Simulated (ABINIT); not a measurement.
GaN:

```
CELL_PARAMETERS angstrom
0.00000 2.25350 2.25350
2.25350 0.00000 2.25350
2.25350 2.25350 0.00000
ATOMIC_POSITIONS crystal
Ga 0.00000 0.00000 0.00000
N 0.25000 0.25000 0.25000
```

The cell is a database's computed one.

Base run:

```yaml
Program: ABINIT 10.8.3 (patched build)
Functional: LDA
Potentials_or_basis: JTH PAW LDA v2.0
Cutoff: 544 eV
k_mesh: 8 × 8 × 8
Occupations: fermi-dirac, width 0.05 eV
Spin: no spin polarisation
```

Its results: band gap on the k mesh 1.72 eV, direct.

Problem. The run is repeated on the same cell with these changes: potentials or basis from JTH PAW LDA v2.0 to PseudoDojo NC SR LDA v0.4.1 standard; cutoff from 544 eV to 980 eV. What comes out?

Solution. Band gap on the k mesh 1.77 eV, direct.

